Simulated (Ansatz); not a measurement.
A series in space group Fm-3m

All 4 crystals share space group Fm-3m (No. 225) and the same kinds of sites, 2 atoms in the primitive cell. They are database entries and needn't be the stable phases. The set is a selection: crystals with gaps under 0.25 eV or edges off the refined points were left out. Cells are relaxed by PAW under the functional.

Quantity: Kohn-Sham band edges (the gap between refined extrema, the direct gap on the fine mesh). Level: LDA, all-electron LAPW in Ansatz 0.2.0, scalar-relativistic.

| crystal | cell (conventional) | fine k mesh | smearing (eV) |
| --- | --- | --- | --- |
| KBr | a = 6.375 Å | 10×10×10 | none |
| KI | a = 6.823 Å | 10×10×10 | none |
| NaH | a = 4.691 Å | 14×14×14 | none |
| NaCl | a = 5.464 Å | 12×12×12 | none |

Question: Rank them by electron conductivity mass, lowest first.
A. NaCl
B. KI
C. KBr
D. NaH

Answer: B (0.295 mₑ), C (0.343 mₑ), A (0.371 mₑ), D (0.449 mₑ).

All values:

```
crystal  gap (eV)  least direct gap (eV)  electron conductivity mass (mₑ)  ε∞ without local fields (PAW)
    KBr      4.32                   4.32                            0.343                           3.10
     KI      3.86                   3.86                            0.295                           3.58
    NaH      3.55                   4.51                            0.449                           3.48
   NaCl      5.08                   5.08                            0.371                           2.98
```

Keep in mind: no spin-orbit coupling on heavy atoms (KBr, KI); semilocal gaps are low, and light masses and ε∞ follow the gap.
